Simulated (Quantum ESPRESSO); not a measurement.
AlFe under changes of volume

One of the cells (12.321 Å³/atom); the others are scaled copies at fixed shape and fractional positions:

```
CELL_PARAMETERS angstrom
2.91000 0.00000 0.00000
0.00000 2.91000 0.00000
0.00000 0.00000 2.91000
ATOMIC_POSITIONS crystal
Fe 0.50000 0.50000 0.50000
Al 0.00000 0.00000 0.00000
```

* Program: Quantum ESPRESSO 7.5
* Functional: PBE
* Potentials or basis: SSSP 1.3 efficiency PBE
* Cutoff: 871 eV
* Density cutoff: 10640 eV
* k mesh: 9 × 9 × 9
* Occupations: fermi-dirac, width 0.05 eV
* Spin: collinear spin, ferromagnetic start
* Starting moments: [3.0, 0.0] μB

```tsv
volume (Å³/atom)	energy over the lowest point (meV/atom)	pressure (GPa)	moment (μB per cell)
11.582	4.39	3.6	0.61
11.828	0.00	-0.3	0.62
12.075	1.38	-3.9	0.64
12.321	?	?	?
12.568	19.24	-9.8	0.67
12.814	34.67	-12.4	0.69
13.060	53.89	-14.6	0.71
```

What does the run at 12.321 Å³/atom give?

Energy over the lowest point 8.03 meV/atom; pressure -7.0 GPa; moment 0.66 μB per cell.

Worked out: A Birch-Murnaghan fit of order 3 (a polynomial in V^(-2/3)) to the other rows has its minimum at 11.89 Å³/atom with B0 = V·E''(V) = 176 GPa and B' = 4.1. It gives 7.95 meV/atom at 12.321 Å³/atom, against the run's 8.03, and -dE/dV = -5.8 GPa, against -7.0. A straight line through the other rows of the moment, of slope 0.0681 μB per Å³/atom, gives 0.66 μB, against the run's 0.66.

Energies are extrapolated to zero smearing.
